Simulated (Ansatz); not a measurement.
**P: course of a relaxation**

Computed with DFT PBEsol+D3(BJ), scalar-relativistic, plane waves, PAW in Ansatz. (420 eV cutoff, 18×18×18 k-mesh, Gaussian smearing of 0.10 eV, no spin polarisation)

What was changed: relaxed at 5 GPa.

A cell with an odd number of electrons and no spin polarisation is a metal by construction and may be lower with spin.

Other phases may be more stable at this pressure.

Command:

```bash
ansatz run input.yaml --threads 1 --pin off --max-ram 2560MiB --backend cpu --events-out ev --progress --plain --runs-dir out
```

Input:

```yaml
crystal:
  lattice:
    - [2.3627135574, 0.0, 0.0]
    - [0.0, 2.3627135574, 0.0]
    - [0.0, 0.0, 2.3627481135]
  atoms:
    - { symbol: P, position: [0.0, 0.0, 0.0] }
basis:
  ecutwfc: 420
kpoints:
  mp_grid: { grid: [18, 18, 18] }
hamiltonian:
  xc: pbesol
  dispersion: d3bj
scf:
  occupations: { method: gaussian, width: 0.1 }
output:
  forces: true
  stress: true
  eigenvalues: true
  write_density: true
  write_potential: true
  elf: true
  volumetric_format: npy
relax:
  adjacent_minimum: "off"
  f_tol: 0.008
  max_steps: 50
  cell: { stress_tol: 0.08, p_target: 5.0 }
```

F is the free energy. Steps run on the plane waves of an earlier cell, but the last one, and at times one on the way, on a freshly chosen basis, so a repeated geometry can differ a little in energy. The relaxation lowers the enthalpy F + PV at the target pressure, so F itself can rise.

Steps:

```tsv
step	F − F(1) (eV)	largest force component (eV/Å)	V (Å³/atom)	P (GPa)
1	0.0000	0.000	13.190	5.28
2	-0.0004	0.000	13.204	5.10
3	-0.0007	0.000	13.212	5.00
4	-0.0007	0.000	13.212	5.00
```

Relaxed structure:

```yaml
crystal:
  lattice:
    - [2.36404, 0.00000, 0.00000]
    - [0.00000, 2.36404, 0.00000]
    - [0.00000, 0.00000, 2.36405]
  atoms:
    - { symbol: P, position: [0.00000, 0.00000, 0.00000] }
```

It takes space group Pm-3m (No. 221, cubic). The conventional cell has a = 2.364 Å, b = 2.364 Å, c = 2.364 Å, α = 90.00°, β = 90.00°, γ = 90.00°. Around P (site symmetry m-3m) lie 6 P at 2.36 Å.

The run converged. Time: 31 s on 1 thread of Intel(R) Xeon(R) Platinum 8259CL CPU @ 2.50GHz (Skylake/Cascade Lake) (shared host), peak memory 0.42 GiB.